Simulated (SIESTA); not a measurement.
Crystal: HgSe.

```xyz
2
Lattice="0.0000 3.0390 3.0390 3.0390 0.0000 3.0390 3.0390 3.0390 0.0000" Properties=species:S:1:pos:R:3 pbc="T T T"
Hg    0.0000    0.0000    0.0000
Se    4.5585    4.5585    4.5585
```

Base run:

```yaml
Program: SIESTA 5.4.2
Functional: vdW-DF-cx
Potentials_or_basis: PseudoDojo 0.4 standard (PBE files)
Basis: DZP (energy shift 0.002 Ry)
Grid_cutoff: 800 Ry
Energy_shift: 0.002 Ry
k_mesh: 8 × 8 × 8
Occupations: fermi-dirac, width 0.05 eV
Spin: no spin polarisation
```

Its results: band gap on the k mesh none (metal or under the smearing width); pressure 4.0 GPa.

Question: The run is repeated on the same cell with these changes: functional from vdW-DF-cx to RPBE. What comes out?

Answer: Band gap on the k mesh none (metal or under the smearing width); pressure 8.5 GPa.

Caveats: semicore shells carry a single zeta, which can move pressures by several GPa and volumes by a few percent; the valence orbitals were made in a potential fitted to the semicore shell under them, which widens gaps by tenths of an eV or more; the potentials were made for another functional, which shifts forces and pressure; spin-orbit coupling is left out, which moves the levels of the heavy elements; the basis of atomic orbitals isn't converged, which shifts pressures, moduli and gaps.
